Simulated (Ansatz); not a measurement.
Runs of Ansatz 0.2.0 on MgO2. Symmetry: R-3m, No. 166, trigonal system. The conventional cell has a = 3.210 Å, b = 3.210 Å, c = 10.482 Å, α = 90.00°, β = 90.00°, γ = 120.00°. Mg (site symmetry -3m) is surrounded by 6 O at 2.11 Å. Around O (site symmetry 3m) lie 1 O at 1.49 Å. The cell comes from a database or a generator and needn't be the stable form of this composition.

| task | level | k mesh | cutoff (eV) | smearing | points for each segment of the path | atoms under strain | gap on the mesh (eV) | pressure (GPa) | largest force (eV/Å) |
| --- | --- | --- | --- | --- | --- | --- | --- | --- | --- |
| band structure | LDA | 10 × 10 × 10 | 420 | fermi-dirac 0.05 eV | 14 | - | 2.19 | -10.1 | 0.45 |
| elastic constants | PBEsol | 8 × 8 × 8 | 420 | fixed | - | relaxed | 2.33 | (c) | - |
| band structure | r2SCAN | 10 × 10 × 10 | 500 | fermi-dirac 0.05 eV | 14 | - | (a) | -5.4 | 0.22 |
| phonons | PBEsol | 8 × 8 × 8 | 420 | fixed | - | - | (b) | - | - |

Alike in all rows: potentials or basis Ansatz PAW; no spin polarisation; cell as given.

Problem. Estimate the missing entries.

Solution. (a) 2.95; (b) 2.23; (c) -4.5.

Caveats: the PAW data sets come from PBE, with cores solved anew for the run's functional, which leaves a small shift of forces and pressure; the cell is more than 3 GPa from zero pressure, which shifts response properties (some runs).

A k mesh can miss the band edges.
